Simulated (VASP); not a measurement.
Runs of VASP 6.6.1 on ZnS (Wurtzite-2H). Symmetry: P6_3mc, No. 186, hexagonal system. The conventional cell has a = 3.811 Å, b = 3.811 Å, c = 6.234 Å, α = 90.00°, β = 90.00°, γ = 120.00°. Around Zn (site symmetry 3m) lie 4 S at 2.31 to 2.40 Å. S (site symmetry 3m) has 4 Zn at 2.31 to 2.40 Å as nearest neighbours. 

| task | level | smearing | gap on the mesh (eV) | pressure (GPa) | largest force (eV/Å) |
| --- | --- | --- | --- | --- | --- |
| single point | PBE | gaussian 0.026 eV | 2.25 | 2.5 | 0.32 |
| single point | PBE | gaussian 0.012 eV | 2.25 | 2.2 | 0.32 |
| band structure | r2SCAN | fermi-dirac 0.05 eV | 2.83 | (a) | 0.32 |
| single point | PBE | gaussian 0.014 eV | 2.25 | 2.5 | 0.32 |

Alike in all rows: potentials or basis VASP PAW PBE potentials, release 64 (Zn, S); no spin polarisation; cell as given; k mesh 8 × 8 × 5; cutoff (eV) 520.

**Question.** Fill in the values left out.

**Answer.** (a) 0.2.

Caveats: the PAW data sets were made with another functional, which shifts forces and pressure a little (some runs).

